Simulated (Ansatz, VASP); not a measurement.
One calculation of KBr, two programs

```
K Br
1.0
     3.97632    0.03241    0.00000
     0.03241    3.97632    0.00000
     0.00000    0.00000    3.97632
K Br
1 1
Direct
  0.00000 0.00000 0.00000
  0.50000 0.50000 0.50000
```

Change from the starting cell: shear_xy strain +1.6%.

Alike in both runs: task single point; functional r2SCAN; k mesh 6 × 6 × 6; no spin polarisation.

```csv
,VASP,Ansatz
version,VASP 6.6.1,Ansatz 0.2.0
potentials or method,"VASP PAW PBE potentials, release 64 (K_sv, Br)","plane waves, PAW"
plane-wave cutoff (eV),520,500
occupations,"gaussian, width 0.01 eV",fixed
valence electrons in the cell,16,16
```

|  | VASP | Ansatz | Ansatz less VASP |
| --- | --- | --- | --- |
| gap on the k mesh at the Fermi level (eV) | 4.77 | 4.77 | -0.004 |
| pressure (GPa) | 0.0 | 0.0 | +0.01 |
| largest component of the traceless stress (GPa) | 0.10 | 0.10 | -0.002 |

Caveats: the PAW data sets were made with another functional, which shifts forces and pressure a little (VASP). A k mesh can miss the band edges.
